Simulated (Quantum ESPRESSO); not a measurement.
PtSe2 (Sudovikovite):

```xyz
3
Lattice="3.7240 0.0000 0.0000 -1.8620 3.2251 0.0000 0.0000 0.0000 5.0620" Properties=species:S:1:pos:R:3 pbc="T T T"
Pt    0.0000    0.0000    0.0000
Se    1.8620    1.0750    3.7965
Se    0.0000    2.1501    1.2655
```

- Program: Quantum ESPRESSO 7.5
- Task: relaxation of cell and atoms
- Functional: PBEsol
- Potentials or basis: GBRV 1.5 PBEsol
- Cutoff: 612 eV
- Density cutoff: 4898 eV
- k mesh: 8 × 8 × 5
- Occupations: fermi-dirac, width 0.05 eV
- Spin: no spin polarisation

At the start: pressure 1.8 GPa; volume 20.27 Å³/atom.

Question: Where does the relaxation end?

Answer: Over 13 steps the energy falls by 7.6 meV/atom and the volume is 19.67 Å³/atom (-2.9 %); space group P-3m1 (No. 164, to 0.05 Å).

The path:
| step | energy change (eV) | largest force (eV/Å) | pressure (GPa) | volume (Å³) |
| --- | --- | --- | --- | --- |
| 1 | 0.0000 | 0.3316 | 1.82 | 60.80 |
| 2 | -0.0049 | 0.2378 | 1.03 | 61.00 |
| 3 | -0.0096 | 0.0533 | -0.47 | 61.35 |
| 4 | -0.0100 | 0.0358 | -0.59 | 61.34 |
| 5 | -0.0139 | 0.0878 | -1.25 | 60.90 |
| 6 | -0.0172 | 0.1769 | -1.36 | 60.11 |
| 7 | -0.0196 | 0.1725 | -0.75 | 59.34 |
| 8 | -0.0211 | 0.0796 | 0.11 | 58.95 |
| 9 | -0.0215 | 0.0325 | 0.35 | 58.94 |
| 10 | -0.0219 | 0.0024 | 0.44 | 58.94 |
| 11 | -0.0226 | 0.0282 | 0.37 | 58.96 |
| 12 | -0.0229 | 0.0202 | 0.16 | 59.00 |
| 13 | -0.0229 | 0.0048 | 0.02 | 59.02 |

Final structure:
```cif
data_structure
_symmetry_space_group_name_H-M 'P 1'
_symmetry_Int_Tables_number 1
_cell_length_a 3.7560
_cell_length_b 3.7560
_cell_length_c 4.8308
_cell_angle_alpha 90.000
_cell_angle_beta 90.000
_cell_angle_gamma 120.000
_cell_volume 59.02
loop_
_atom_site_label
_atom_site_type_symbol
_atom_site_fract_x
_atom_site_fract_y
_atom_site_fract_z
_atom_site_occupancy
Pt1 Pt 0.00000 0.00000 0.00000 1
Se1 Se 0.66667 0.33333 0.73693 1
Se2 Se 0.33333 0.66667 0.26307 1
```
